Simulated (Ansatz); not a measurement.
# CuO (P4/nmm) in Ansatz: notebook

The runs below take CuO through single point, equation of state, with PBE.

Program: Ansatz 0.2.0. These are calculated values, not measurements. Logs are shortened: lines on timing, memory, paths and dates and some standing lists are left out, and cuts for length are marked.

## Step 1: The crystal as given

The structure is tetragonal, space group P4/nmm (No. 129). Conventional cell: a = 3.175 Å, b = 3.175 Å, c = 4.650 Å, α = 90.00°, β = 90.00°, γ = 90.00°. Around Cu (site symmetry -4m2) lie 4 O at 2.02 Å and 4 Cu at 2.25 Å. O (site symmetry 4mm) has 4 Cu at 2.02 Å as nearest neighbours.

The cell was built by a generator and needn't be a form met in nature.

## Step 2: Single point, PBE, 11.02 Å³/atom (volume scaled by 0.94)

input.yaml reads:

```yaml
crystal:
  lattice:
    - [3.1106712801, 0.0, 0.0]
    - [0.0, 3.1106712801, 0.0]
    - [0.0, 0.0, 4.5546168319]
  atoms:
    - { symbol: Cu, position: [0.0, 0.0, 0.0] }
    - { symbol: Cu, position: [0.5, 0.5, 0.0] }
    - { symbol: O, position: [0.5, 0.0, 0.267] }
    - { symbol: O, position: [0.0, 0.5, 0.733] }
hamiltonian:
  xc: pbe
  pseudopotentials: { kind: nc }
kpoints:
  mp_grid: { grid: [8, 8, 6] }
scf:
  occupations: { method: fermi_dirac, width: 0.05 }
output:
  forces: true
  stress: true
  eigenvalues: true
```

Potentials or basis: Ansatz NC.

The run is started by

```sh
$ ansatz run input.yaml --threads 2 --pin off --max-ram 5632MiB --backend cpu --events-out ev --progress --plain --runs-dir out
```

Log:

```text
Warning: RAYON_NUM_THREADS=2 ignored (pool sized by the plan → 2); use --threads N
Engine: ansatz 0.2.0, aarch64-unknown-linux-gnu
Pseudopotentials: kind: nc
Pseudopotential: Cu, nc, valence charge 19, recommended cutoff 1251.723767 eV (normal), Cu.nc.azcp
Pseudopotential: O, nc, valence charge 6, recommended cutoff 1240 eV (normal), O.nc.azcp
Functional definition: PBE
  parameter kappa = 0.804
  parameter beta = 0.06672455060314922
  exchange = pbe_x(kappa = kappa, mu = beta*pi^2/3)
  correlation = pbe_c(beta = beta)
Crystal: 4 atoms, lattice volume = 44.072 Å³
Basis set: ecut = 1251.723767 eV, 4395 PW (Γ), exchange–correlation on 72×72×108 points (8 copies of the dense FFT grid, shifted against one another)
Bands: 30, of which v1, the nominal top of the filled ones, is band 25 counted from 1 (24 counted from 0)
Symmetry: 16 space group operations
Space group: P4/nmm (ITA 129), of the structure as read, at distance tolerance 3.5e-5 Å
k-points: 60 of 384
Non-local potential: Cu, projectors of the file, l = 0: 2, l = 1: 2, l = 2: 2, l = 3: 1
Non-local potential: O, projectors of the file, l = 0: 2, l = 1: 2, l = 2: 1
Initial density: superposition of atomic densities (chi_scale 0.1, normalization cell, long waves kept (reshape's long-wave potential 0.22 eV rms))
Initial wavefunctions: pseudopotential atomic-orbital guess
Functional: x = pbe(κ = 0.804, μ = 0.2195149727645171), c = pbe(β = 0.06672455060314922)
SCF iter   1: F=—  HF=-11250.272465 eV  |F-HF|=—  |Δ(HF+E_count)|=         —  Δρ=1.27e-1  dr2=6.41e0  ethr=3.10e-3  ⟨swp⟩=6.2  Hψ=7573  notcnv=0
preconditioner: auto → LDOS  [metal: Δε(μ)=0.035 eV  Ē_g=11.785 eV  σ=0.050 eV  W_gap=0.17  n_scr=16 (ndim 8)  ℏωp=32.6 eV  f_vac=0.163  D(μ)=3.91/eV (n_scr^D=44)  β→1.0]
SCF iter   2: F=—  HF=-11249.421915 eV  |F-HF|=—  |Δ(HF+E_count)|=   8.51e-1  Δρ=6.87e-2  dr2=2.14e0  ethr=3.10e-3  ⟨swp⟩=2.0  Hψ=2533  notcnv=0
SCF iter   3: F=—  HF=-11249.145918 eV  |F-HF|=—  |Δ(HF+E_count)|=   2.76e-1  Δρ=2.83e-2  dr2=3.43e-1  ethr=3.10e-3  ⟨swp⟩=2.0  Hψ=2107  notcnv=0
SCF iter   4: F=—  HF=-11249.103228 eV  |F-HF|=—  |Δ(HF+E_count)|=   4.27e-2  Δρ=4.25e-3  dr2=6.39e-3  ethr=6.87e-4  ⟨swp⟩=2.0  Hψ=2565  notcnv=0
SCF iter   5: F=—  HF=-11249.103267 eV  |F-HF|=—  |Δ(HF+E_count)|=   3.91e-5  Δρ=8.64e-4  dr2=1.76e-4  ethr=1.28e-5  ⟨swp⟩=2.3  Hψ=2834  notcnv=0
SCF iter   6: F=—  HF=-11249.103257 eV  |F-HF|=—  |Δ(HF+E_count)|=   9.73e-6  Δρ=1.43e-4  dr2=4.94e-6  ethr=3.52e-7  ⟨swp⟩=2.0  Hψ=2827  notcnv=0
SCF iter   7: F=—  HF=-11249.103465 eV  |F-HF|=—  |Δ(HF+E_count)|=   2.07e-4  Δρ=2.54e-5  dr2=2.49e-7  ethr=9.89e-9  ⟨swp⟩=2.0  Hψ=2682  notcnv=0
SCF iter   8: F=-11249.103464 eV  HF=-11249.103464 eV  |F-HF|=2.65e-9  |Δ(HF+E_count)|=   5.69e-8  Δρ=4.17e-6  dr2=5.31e-9  ethr=2.00e-10  ⟨swp⟩=6.0  Hψ=7752  notcnv=0
SCF 1 converged in 8 iterations: F = -11249.103464 eV  dr2 = 5.31e-9
SCF converged after 8 iterations
Free energy (F): -11249.103464 eV
Harris-Foulkes:  -11249.103464 eV  (|F-HF|=2.65e-9)
Internal energy: -11249.049528 eV  (E = F + TS)
E sigma→0 (E₀):  -11249.076496 eV
Entropy (-TS):   -0.053936 eV (-13.484 meV/atom)
Fermi energy:    10.080487 eV
--- Per-component energies (eV) ---
  E_band       = -954.985046
  E_kinetic    = 5383.976811
  E_local      = -12775.093413  (includes V_loc(G=0)·N_el)
  E_nonlocal   = -1987.540076
  E_hartree    = 4998.266362
  E_xc         = -1525.236647
  E_vxc        = -1572.863607  (∫ρ·V_xc dr)
  E_ewald      = -5343.422564
  E_smearing   = -0.053936  (= −TS)
  E_closure    = -0.000000  (closes the sum)
  Σ components = -11249.103464   (vs F -11249.103464, Δ=0.00e0)
--- Forces (eV/Å), atoms counted from 1 ---
  atom   1  Cu    -0.00000000     0.00000000     0.00000000
  atom   2  Cu    -0.00000000     0.00000000     0.00000000
  atom   3  O      0.00000000     0.00000000    -0.08078404
  atom   4  O      0.00000000     0.00000000     0.08078404
  max |Σ_I F_I| component: 6.94e-18 eV/Å
--- Stress (GPa, compression-positive) ---
       45.241535       0.000000       0.000000
        0.000000      45.241535       0.000000
        0.000000       0.000000      -1.001684
  P = ⅓ Tr σ = 29.8271 GPa (298.271 kbar)
--- Band table (eV; the first three rows and the last of 60) ---
  k-point 0: bands = ["-102.5420", "-102.4698", "-60.0631", "-60.0631", "-59.9417", "-59.8815", "-59.7992", "-59.7992", "-8.9197", "-7.9951", "3.2658", "4.2209", "4.7353", "4.7353", "5.1766", "6.1550", "6.1550", "8.1185", "8.1250", "8.7515", "8.9244", "8.9244", "9.5903", "9.7000", "10.5448", "10.5448", "11.2454", "16.6851", "21.4770", "21.4770"]
  k-point 1: bands = ["-102.5420", "-102.4698", "-60.0631", "-60.0631", "-59.9417", "-59.8815", "-59.7992", "-59.7992", "-8.8715", "-8.0484", "3.3055", "4.1339", "4.7031", "4.7031", "5.1768", "6.2004", "6.2004", "8.1316", "8.1355", "8.7515", "8.9508", "8.9508", "9.4964", "9.5903", "10.4996", "10.4996", "11.6926", "16.5379", "21.4747", "21.4747"]
  k-point 2: bands = ["-102.5420", "-102.4698", "-60.0631", "-60.0631", "-59.9417", "-59.8815", "-59.7992", "-59.7992", "-8.7494", "-8.1810", "3.4327", "3.9129", "4.6439", "4.6439", "5.1770", "6.2860", "6.2860", "8.1449", "8.1493", "8.7515", "9.0107", "9.0107", "9.2801", "9.5903", "10.4020", "10.4020", "12.4902", "16.1537", "21.4711", "21.4711"]
  k-point 59: bands = ["-102.5055", "-102.5055", "-60.0990", "-60.0990", "-59.9106", "-59.9106", "-59.7739", "-59.7739", "-7.9387", "-7.9387", "3.8831", "3.8831", "5.5699", "5.5699", "6.1183", "6.1183", "6.5463", "6.5463", "7.0208", "7.0208", "8.1516", "8.1516", "8.3241", "8.3241", "9.8021", "9.8021", "16.8169", "16.8169", "19.9444", "19.9444"]
```

It took 11 s on 2 threads of Arm Neoverse V1, shared host; peak memory 0.49 GiB.

What came out:

```yaml
Free_energy: -11249.1035 eV
Pressure: 29.8 GPa
Largest_force: 0.081 eV/Å
Band_gap_on_the_k_mesh: none (metal or under the smearing width)
```

Caveat: the run has no spin polarisation, though such a crystal can be magnetic; semilocal functionals often make such compounds metallic where correlation or magnetic order opens a gap, which also shifts bond lengths.

## Step 3: Single point, PBE, 11.25 Å³/atom (volume scaled by 0.96)

input.yaml: that of step 2 with these lines changed.

```diff
@@ -2,5 +2,5 @@
   lattice:
-    - [3.1106712801, 0.0, 0.0]
-    - [0.0, 3.1106712801, 0.0]
-    - [0.0, 0.0, 4.5546168319]
+    - [3.1325781376, 0.0, 0.0]
+    - [0.0, 3.1325781376, 0.0]
+    - [0.0, 0.0, 4.5866926551]
   atoms:
```

Potentials or basis: Ansatz NC.

The run is started by

```sh
$ ansatz run input.yaml --threads 2 --pin off --max-ram 5632MiB --backend cpu --events-out ev --progress --plain --runs-dir out
```

Run time: 8.1 s. Hardware: 2 threads of Arm Neoverse V1, shared host; peak memory 0.51 GiB.

The run converged. Its results:

* Free energy: -11249.2638 eV
* Pressure: 25.1 GPa
* Largest force: 0.377 eV/Å
* Band gap on the k mesh: none (metal or under the smearing width)

Caveat: the run has no spin polarisation, though such a crystal can be magnetic; semilocal functionals often make such compounds metallic where correlation or magnetic order opens a gap, which also shifts bond lengths.

## Step 4: Single point, PBE, 11.49 Å³/atom (volume scaled by 0.98)

input.yaml: that of step 3 with these lines changed.

```diff
@@ -2,5 +2,5 @@
   lattice:
-    - [3.1325781376, 0.0, 0.0]
-    - [0.0, 3.1325781376, 0.0]
-    - [0.0, 0.0, 4.5866926551]
+    - [3.1541828075, 0.0, 0.0]
+    - [0.0, 3.1541828075, 0.0]
+    - [0.0, 0.0, 4.6183260179]
   atoms:
```

The run is started by

```sh
$ ansatz run input.yaml --threads 2 --pin off --max-ram 5632MiB --backend cpu --events-out ev --progress --plain --runs-dir out
```

Run time: 8.3 s. Hardware: 2 threads of Arm Neoverse V1, shared host; peak memory 0.52 GiB.

It converged, with:

| Item | Value |
| --- | --- |
| Free energy | -11249.3978 eV |
| Pressure | 20.8 GPa |
| Largest force | 0.648 eV/Å |
| Band gap on the k mesh | none (metal or under the smearing width) |

Caveat: the run has no spin polarisation, though such a crystal can be magnetic; semilocal functionals often make such compounds metallic where correlation or magnetic order opens a gap, which also shifts bond lengths.

## Step 5: Single point, PBE, 11.72 Å³/atom

input.yaml: that of step 4 with these lines changed.

```diff
@@ -2,5 +2,5 @@
   lattice:
-    - [3.1541828075, 0.0, 0.0]
-    - [0.0, 3.1541828075, 0.0]
-    - [0.0, 0.0, 4.6183260179]
+    - [3.1754955, 0.0, 0.0]
+    - [0.0, 3.1754955, 0.0]
+    - [0.0, 0.0, 4.64953187]
   atoms:
```

The run is started by

```sh
$ ansatz run input.yaml --threads 2 --pin off --max-ram 5632MiB --backend cpu --events-out ev --progress --plain --runs-dir out
```

Run time: 8.5 s. Hardware: 2 threads of Arm Neoverse V1, shared host; peak memory 0.52 GiB.

The run converged. Its results:

| Quantity | Value |
| --- | --- |
| Free energy | -11249.5078 eV |
| Pressure | 16.9 GPa |
| Largest force | 0.897 eV/Å |
| Band gap on the k mesh | none (metal or under the smearing width) |

Caveat: the run has no spin polarisation, though such a crystal can be magnetic; semilocal functionals often make such compounds metallic where correlation or magnetic order opens a gap, which also shifts bond lengths.

## Step 6: Single point, PBE, 11.96 Å³/atom (volume scaled by 1.02)

input.yaml: that of step 5 with these lines changed.

```diff
@@ -2,5 +2,5 @@
   lattice:
-    - [3.1754955, 0.0, 0.0]
-    - [0.0, 3.1754955, 0.0]
-    - [0.0, 0.0, 4.64953187]
+    - [3.1965258844, 0.0, 0.0]
+    - [0.0, 3.1965258844, 0.0]
+    - [0.0, 0.0, 4.6803243692]
   atoms:
```

Potentials or basis: Ansatz NC.

The run is started by

```sh
$ ansatz run input.yaml --threads 2 --pin off --max-ram 5632MiB --backend cpu --events-out ev --progress --plain --runs-dir out
```

Wall time 8.8 s (2 threads of Arm Neoverse V1, shared host); peak memory 0.53 GiB.

Results (log left out):

```yaml
Free_energy: -11249.5964 eV
Pressure: 13.4 GPa
Largest_force: 1.125 eV/Å
Band_gap_on_the_k_mesh: none (metal or under the smearing width)
```

Caveat: the run has no spin polarisation, though such a crystal can be magnetic; semilocal functionals often make such compounds metallic where correlation or magnetic order opens a gap, which also shifts bond lengths; forces of over 1 eV/Å show positions far from the minimum, so gaps and moduli don't describe the material at rest.

## Step 7: Single point, PBE, 12.19 Å³/atom (volume scaled by 1.04)

input.yaml: that of step 6 with these lines changed.

```diff
@@ -2,5 +2,5 @@
   lattice:
-    - [3.1965258844, 0.0, 0.0]
-    - [0.0, 3.1965258844, 0.0]
-    - [0.0, 0.0, 4.6803243692]
+    - [3.2172831276, 0.0, 0.0]
+    - [0.0, 3.2172831276, 0.0]
+    - [0.0, 0.0, 4.7107169375]
   atoms:
@@ -21 +21,5 @@
   eigenvalues: true
+  write_density: true
+  write_potential: true
+  elf: true
+  volumetric_format: npy
```

The run is started by

```sh
$ ansatz run input.yaml --threads 2 --pin off --max-ram 5632MiB --backend cpu --events-out ev --progress --plain --runs-dir out
```

Wall time 12 s (2 threads of Arm Neoverse V1, shared host); peak memory 0.54 GiB.

Results (log left out):

- Free energy: -11249.6656 eV
- Pressure: 10.3 GPa
- Largest force: 1.335 eV/Å
- Band gap on the k mesh: none (metal or under the smearing width)

Caveat: the run has no spin polarisation, though such a crystal can be magnetic; semilocal functionals often make such compounds metallic where correlation or magnetic order opens a gap, which also shifts bond lengths; forces of over 1 eV/Å show positions far from the minimum, so gaps and moduli don't describe the material at rest.

## Step 8: Single point, PBE, 12.42 Å³/atom (volume scaled by 1.06)

input.yaml: that of step 7 with these lines changed.

```diff
@@ -2,5 +2,5 @@
   lattice:
-    - [3.2172831276, 0.0, 0.0]
-    - [0.0, 3.2172831276, 0.0]
-    - [0.0, 0.0, 4.7107169375]
+    - [3.2377759293, 0.0, 0.0]
+    - [0.0, 3.2377759293, 0.0]
+    - [0.0, 0.0, 4.7407223129]
   atoms:
@@ -21,5 +21 @@
   eigenvalues: true
-  write_density: true
-  write_potential: true
-  elf: true
-  volumetric_format: npy
```

The run is started by

```sh
$ ansatz run input.yaml --threads 2 --pin off --max-ram 5632MiB --backend cpu --events-out ev --progress --plain --runs-dir out
```

It took 9.9 s on 2 threads of Arm Neoverse V1, shared host; peak memory 0.55 GiB.

The run converged. Its results:

| Item | Value |
| --- | --- |
| Free energy | -11249.7174 eV |
| Pressure | 7.4 GPa |
| Largest force | 1.527 eV/Å |
| Band gap on the k mesh | none (metal or under the smearing width) |

Caveat: the run has no spin polarisation, though such a crystal can be magnetic; semilocal functionals often make such compounds metallic where correlation or magnetic order opens a gap, which also shifts bond lengths; forces of over 1 eV/Å show positions far from the minimum, so gaps and moduli don't describe the material at rest.

## Step 9: Equation of state, PBE

Potentials or basis: Ansatz NC.

This step only gathers the single runs of the series.

Results:

```yaml
Equilibrium_volume: "13.18 Å³/atom (rough: see the caveat)"
Bulk_modulus_at_fixed_shape_and_positions: 109 GPa (rough)
```

Energy against volume, from the lowest point:
```
volume (Å³/atom)  energy (meV/atom)
          11.018             153.48
          11.252             113.38
          11.487              79.90
          11.721              52.38
          11.956              30.24
          12.190              12.93
          12.424               0.00
```

Caveat: the minimum lies outside the volumes run; the cell was scaled at fixed shape and fractional positions, which overstates the stiffness of a crystal with free parameters, most of all of layers and chains; the run has no spin polarisation, though such a crystal can be magnetic.
